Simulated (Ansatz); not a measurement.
Runs of Ansatz 0.2.0 on HgTe (Coloradoite). It takes space group F-43m (No. 216, cubic). The conventional cell has a = 6.429 Å, b = 6.429 Å, c = 6.429 Å, α = 90.00°, β = 90.00°, γ = 90.00°. Around Hg (site symmetry -43m) lie 4 Te at 2.78 Å. Te (site symmetry -43m) is surrounded by 4 Hg at 2.78 Å. 

```tsv
task	level	potentials or basis	spin	cell	k mesh	cutoff (eV)	points for each segment of the path	atoms under strain	mesh quality	gap on the mesh (eV)	pressure (GPa)	V0 of scaled cells (Å³/atom)	relaxed volume (Å³/atom)	B0 (GPa)
relaxation of cell and atoms	RPBE	Ansatz PAW	off	relaxed	7 × 7 × 7	420	-	-	not flagged	-	0.0	-	38.59	-
band structure	PBE	Ansatz PAW	SOC, no magnetisation	as given	7 × 7 × 7	420	14	-	not flagged	none	4.1	-	-	-
elastic constants	LDA	Ansatz PAW	off	as given	6 × 6 × 6	420	-	relaxed	not flagged	none	0.2	-	-	-
band structure	SVWN5	Ansatz PAW	off	as given	7 × 7 × 7	420	14	-	not flagged	none	0.1	-	-	-
equation of state	PBEsol+D3(BJ)	Ansatz PAW	off	as given	7 × 7 × 7	420	-	-	not flagged	-	-	(c)	-	(a)
equation of state	r2SCAN0	Ansatz PAW	off	as given	4 × 4 × 4	500	-	-	coarse	-	-	34.82	-	44
single point	PBE	Ansatz PAW	off	as given	7 × 7 × 7	350	-	-	not flagged	none	4.6	-	-	-
relaxation of cell and atoms	BLYP+D4	Ansatz PAW	off	relaxed	7 × 7 × 7	420	-	-	not flagged	none	0.0	-	(b)	-
relaxation of cell and atoms	revPBE+D3(BJ)	Ansatz PAW	off	relaxed	7 × 7 × 7	420	-	-	not flagged	none	0.0	-	34.60	-
```

Alike in all rows: smearing fermi-dirac 0.05 eV.

**Question.** Estimate the missing entries.

**Answer.** (a) 48; (b) 36.05; (c) 33.23.

Caveats: some runs use coarse meshes; the PAW data sets come from PBE, with cores solved anew for the run's functional, which leaves a small shift of forces and pressure (some runs); the plane-wave basis is chosen anew once the cell has moved, so the energies of steps on either side of that aren't comparable (some runs); pairwise dispersion overbinds metals, which lowers pressure and volume (some runs); the volume moved by over 15 % at a fixed basis, so the end points are rough (some runs); the volume moved by +16 % from the deposited cell, more than functionals usually miss (some runs); elastic constants of metals need much finer meshes, so these are rough (some runs); spin-orbit coupling is left out, which moves the levels of the heavy elements (some runs).

A k mesh can miss the band edges, and rows without SOC leave out spin-orbit coupling on Hg, Te.

A gap of «none» marks a metal or a gap under the smearing width.
